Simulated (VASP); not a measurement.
# P (P2/m) in VASP: a series of runs

Runs on P. Level: PBE. Tasks: single point.

Everything below comes from runs of VASP 6.6.1. Logs are shortened: lines on timing, memory, paths and dates and some standing lists are left out, and cuts for length are marked.

## (1) Starting point

Symmetry: P2/m, No. 10, monoclinic system. Conventional cell: a = 2.425 Å, b = 2.439 Å, c = 4.852 Å, α = 90.00°, β = 90.24°, γ = 90.00°. P (site symmetry m) has 6 P at 2.42 to 2.44 Å as nearest neighbours.

This isn't the form of P at room conditions, which is orthorhombic.

## (2) Single point, PBE

Contents of INCAR:

```
PREC = Accurate
ENCUT = 900
EDIFF = 1E-6
ISMEAR = 0
SIGMA = 0.1
LREAL = False
LASPH = True
NELM = 100
ALGO = Normal
ISIF = 2
LWAVE = False
LCHARG = False
GGA = PE
ADDGRID = False
```

Contents of KPOINTS:

```
regular mesh
0
Gamma
  14 14 7
```

Contents of POSCAR:

```
P
1.0
    2.4246941115      0.0000000000      0.0000000000
    0.0000000000      2.4385351442      0.0000000000
   -0.0203144631      0.0000000000      4.8524328982
P
2
Direct
    0.0000000300      0.0000000000      0.7494253600
    0.9999999700      0.0000000000      0.2505746400
```

Potentials or basis: VASP PAW PBE potentials, release 64 (P).

Command:

```
$ cat potpaw_PBE.64/P/POTCAR > POTCAR
$ mpirun -np 1 vasp_std > vasp.out
```

OUTCAR:

```text
PREC = Accurate
   ENCUT = 900
   EDIFF = 1E-6
   ISMEAR = 0
   LREAL = False
   LASPH = True
   NELM = 100
   ISIF = 2
   GGA = PE

 Found    400 irreducible k-points:

 Following reciprocal coordinates:
            Coordinates               Weight
  0.000000  0.000000  0.000000      1.000000
  0.071429  0.000000  0.000000      2.000000
  0.142857  0.000000  0.000000      2.000000
  0.214286  0.000000  0.000000      2.000000
  0.285714  0.000000  0.000000      2.000000
  0.357143  0.000000  0.000000      2.000000
   k-points           NKPTS =    400   k-points in BZ     NKDIM =    400   number of bands    NBANDS=      9
   number of dos      NEDOS =    301   number of ions     NIONS =      2
   total plane-waves  NPLWV =  27648
   dimension x,y,z NGX =    24 NGY =   24 NGZ =   48
   dimension x,y,z NGXF=    48 NGYF=   48 NGZF=   96
   ions per type =               2
   NGX,Y,Z   is equivalent  to a cutoff of  16.46, 16.36, 16.44 a.u.
   NGXF,Y,Z  is equivalent  to a cutoff of  32.91, 32.72, 32.89 a.u.
 SYSTEM =  unknown system
   PREC   = accura    normal or accurate (medium, high low for compatibility)
   ISTART =      0    job   : 0-new  1-cont  2-samecut
   ICHARG =      2    charge: 1-file 2-atom 10-const
   ISPIN  =      1    spin polarized calculation?
   LNONCOLLINEAR =      F non collinear calculations
   LSORBIT =      F    spin-orbit coupling
   LASPH  =      T    aspherical Exc in radial PAW
   ENCUT  =  900.0 eV  66.15 Ry    8.13 a.u.   5.93  5.96 11.87*2*pi/ulx,y,z
   NELM   =    100;   NELMIN=  2; NELMDL= -5     # of ELM steps
   EDIFF  = 0.1E-05   stopping-criterion for ELM
   LREAL  =      F    real-space projection
   EDIFFG = 0.1E-04   stopping-criterion for IOM
   NSW    =      0    number of steps for IOM
   IBRION =     -1    ionic relax: 0-MD 1-quasi-New 2-CG
   NFREE  =      0    steps in history (QN), initial steepest desc. (CG)
   ISIF   =      2    stress and relaxation
   ISYM   =      2    0-nonsym 1-usesym 2-fastsym
   POTIM  = 0.5000    time-step for ionic-motion
   TEBEG  =    0.0;   TEEND  =   0.0 temperature during run
   PSTRESS=    0.0 pullay stress
   NELECT =      10.0000    total number of electrons
   NUPDOWN=      -1.0000    fix difference up-down
   EMIN   =  10.00;   EMAX   =-10.00  energy-range for DOS
   EFERMI =   0.00;   METHOD = LEGACY
   ISMEAR =     0;   SIGMA  =   0.10  broadening in eV -4-tet -1-fermi 0-gaus
   EFERMI_NEDOS =   21; number of points for ismear=-14 and -15
   IALGO  =     38    algorithm
   IMIX   =      4    mixing-type and parameters
     AMIX     =   0.40;   BMIX     =  1.00
     AMIX_MAG =   1.60;   BMIX_MAG =  1.00
  volume/ion in A,a.u.               =      14.35        96.81
  Fermi-wavevector in a.u.,A,eV,Ry     =   1.152107  2.177167 18.059715  1.327352
  Thomas-Fermi vector in A             =   2.288761
   LORBIT       =      0    0 simple, 1 ext, 2 COOP (PROOUT), +10 PAW based schemes
   GGA     = PE    functional components
   LHFCALC =     F    Hartree Fock is set to
   AEXX    =    0.0000 exact exchange contribution
   IVDW    =     0    specifies the selected vdW correction
   LEPSILON=     F    determine dielectric tensor
   LRPA    =     F    only Hartree local field effects (RPA)
 non-spin polarized calculation
 Gauss-broadening in eV      SIGMA  =   0.10
  energy-cutoff  :      900.00
  volume of cell :       28.69
 maximum number of plane-waves:      1784
   NGX = 11   NGY = 11   NGZ = 23

 number of electron      10.0000001 magnetization

 Free energy of the ion-electron system (eV)
  ---------------------------------------------------
  ext. energy  EPLUGINS =         0.00000000
  ---------------------------------------------------
  free energy    TOTEN  =       -10.54280858 eV

  energy without entropy =      -10.53844072  energy(sigma->0) =      -10.54062465

 E-fermi :   9.8184     XC(G=0): -11.3430

 val. band max:        9.8178332178   @ k =   0.5000   0.2857   0.4286
 cond. band min:       9.8221574172   @ k =  -0.2857   0.5000   0.4286
 fundamental gap:      0.0043241994
 Fermi energy:         9.8184481681

 k-point     1 :       0.0000    0.0000    0.0000
  band No.  band energies     occupation
      1      -6.7941      2.00000
      2      -2.3664      2.00000
      3       1.0622      2.00000
      4      14.8083      0.00000
      5      15.0163      0.00000
      6      15.0574      0.00000
      7      16.6079      0.00000
      8      16.6747      0.00000
      9      17.7164      0.00000

 k-point     2 :       0.0714    0.0000    0.0000
  band No.  band energies     occupation
      1      -6.6756      2.00000
      2      -2.2473      2.00000
      3       1.1697      2.00000
      4      13.0509      0.00000
      5      14.9021      0.00000
      6      15.1170      0.00000
      7      16.1882      0.00000
      8      16.7160      0.00000
      9      17.8430      0.00000

 k-point     3 :       0.1429    0.0000    0.0000
  band No.  band energies     occupation
      1      -6.3217      2.00000
      2      -1.8912      2.00000
      3       1.4885      2.00000
      4      10.4590      0.00000
      5      13.8459      0.00000
      6      15.1799      0.00000
      7      15.3941      0.00000
      8      16.9940      0.00000
      9      18.0639      0.00000

 k-point     4 :       0.2143    0.0000    0.0000
  band No.  band energies     occupation
      1      -5.7384      2.00000
      2      -1.3021      2.00000
      3       2.0065      2.00000
      4       7.9588      2.00000
      5      11.5245      0.00000
      6      15.6286      0.00000
      7      15.8418      0.00000
      8      17.1234      0.00000
      9      17.4336      0.00000

 k-point     5 :       0.2857    0.0000    0.0000
  band No.  band energies     occupation
      1      -4.9399      2.00000
      2      -0.4883      2.00000
      3       2.6949      2.00000
      4       5.6367      2.00000
      5       9.3180      2.00000
      6      14.7742      0.00000
      7      16.2182      0.00000
      8      16.4302      0.00000
      9      17.9892      0.00000

 k-point     6 :       0.3571    0.0000    0.0000
  band No.  band energies     occupation
      1      -3.9628      2.00000
      2       0.5306      2.00000
      3       3.4854      2.00000
      4       3.5584      2.00000
      5       7.2852      2.00000
      6      12.7856      0.00000
      7      16.8817      0.00000
      8      17.0924      0.00000
      9      18.5772      0.00000

 [... further k-points ...]

------------------------ aborting loop because EDIFF is reached ----------------------------------------

  FORCE on cell =-STRESS in cart. coord.  units (eV):
  Direction    XX          YY          ZZ          XY          YZ          ZX
  --------------------------------------------------------------------------------------
  -------------------------------------------------------------------------------------
  Total        0.4734332      0.3736004      0.4614612      0.0000000      0.0000000      0.0128344
  in kB       26.4377060     20.8627906     25.7691599      0.0000000      0.0000000      0.7167036
  external PRESSURE =      24.3565522 kB  Pullay stress =       0.0000000 kB

 VOLUME and BASIS-vectors are now :
 -----------------------------------------------------------------------------
  energy-cutoff  :      900.00
  volume of cell :       28.69
      direct lattice vectors                 reciprocal lattice vectors
     2.424694112  0.000000000  0.000000000     0.412423157  0.000000000  0.001726589
     0.000000000  2.438535144  0.000000000     0.000000000  0.410082259  0.000000000
    -0.020314463  0.000000000  4.852432898     0.000000000  0.000000000  0.206082190

 POSITION                                       TOTAL-FORCE (eV/Angst)
 -----------------------------------------------------------------------------------
     -0.01522      0.00000      3.63654         0.000287      0.000000     -0.004851
      2.41960      0.00000      1.21590        -0.000287      0.000000      0.004851
 -----------------------------------------------------------------------------------
    total drift:                               -0.000000      0.000000     -0.000000

  FREE ENERGIE OF THE ION-ELECTRON SYSTEM (eV)
  ---------------------------------------------------
  free  energy   TOTEN  =       -10.5428085790 eV

  energy  without entropy=      -10.5384407227  energy(sigma->0) =      -10.54062465
```

Wall time 1.8 min (1 thread of Intel Xeon Platinum 8259CL at 2.50GHz (Skylake/Cascade Lake), shared host); peak memory 0.31 GiB.

The run converged, but some of its settings lie outside the range that counts as converged, so its numbers aren't taken as properties of the crystal.

What came out:

```
Free energy            : -10.5428 eV
Pressure               : 2.4 GPa
Largest force          : 0.005 eV/Å
Band gap on the k mesh : none (metal or under the smearing width)
```

## (3) Single point, PBE

INCAR is that of step 2.

KPOINTS is that of step 2.

Contents of POSCAR:

```
P
1.0
    2.4246941115      0.0000000000      0.0000000000
    0.0000000000      2.4385351442      0.0000000000
   -0.0203144631      0.0000000000      4.8524328982
P
2
Direct
   -0.0009640000     -0.0137570000      0.7520410000
    1.0088450000      0.0001830000      0.2407300000
```

Potentials or basis: VASP PAW PBE potentials, release 64 (P).

Command:

```
$ cat potpaw_PBE.64/P/POTCAR > POTCAR
$ mpirun -np 1 vasp_std > vasp.out
```

Wall time 4 min (1 thread of Intel Xeon Platinum 8259CL at 2.50GHz (Skylake/Cascade Lake), shared host); peak memory 0.43 GiB.

These settings aren't checked as converged: the numbers below hold their error.

What came out:

- Free energy: -10.5419 eV
- Pressure: 2.7 GPa
- Largest force: 0.067 eV/Å
- Band gap on the k mesh: none (metal or under the smearing width)

## (4) Single point, PBE

Changes to INCAR since step 3:

```diff
@@ -1,3 +1,3 @@
 PREC = Accurate
-ENCUT = 900
+ENCUT = 460
 EDIFF = 1E-6
```

Contents of KPOINTS:

```
regular mesh
0
Gamma
  20 20 10
```

Contents of POSCAR:

```
P
1.0
    2.4246941115      0.0000000000      0.0000000000
    0.0000000000      2.4385351442      0.0000000000
   -0.0203144631      0.0000000000      4.8524328982
P
2
Direct
    0.0000000300      0.0000000000      0.7494253600
    0.9999999700      0.0000000000      0.2505746400
```

Command:

```
$ cat potpaw_PBE.64/P/POTCAR > POTCAR
$ mpirun -np 1 vasp_std > vasp.out
```

Run time: 3.4 min. Hardware: 1 thread of Intel Xeon Platinum 8259CL at 2.50GHz (Skylake/Cascade Lake), shared host; peak memory 0.3 GiB.

The run converged, but some of its settings lie outside the range that counts as converged, so its numbers aren't taken as properties of the crystal.

What came out:

| Quantity | Value |
| --- | --- |
| Free energy | -10.5386 eV |
| Pressure | 2.2 GPa |
| Largest force | 0.009 eV/Å |
| Band gap on the k mesh | none (metal or under the smearing width) |

## (5) The reference run

An earlier run on the cell as given: functional PBE; potentials or basis VASP PAW PBE potentials, release 64 (P); cutoff 520 eV; k mesh 11 × 11 × 6; occupations fermi-dirac, width 0.05 eV; no spin polarisation.

* Pressure: 1.9 GPa
* Largest force: 0.005 eV/Å
* Band gap on the k mesh: none (metal or under the smearing width)
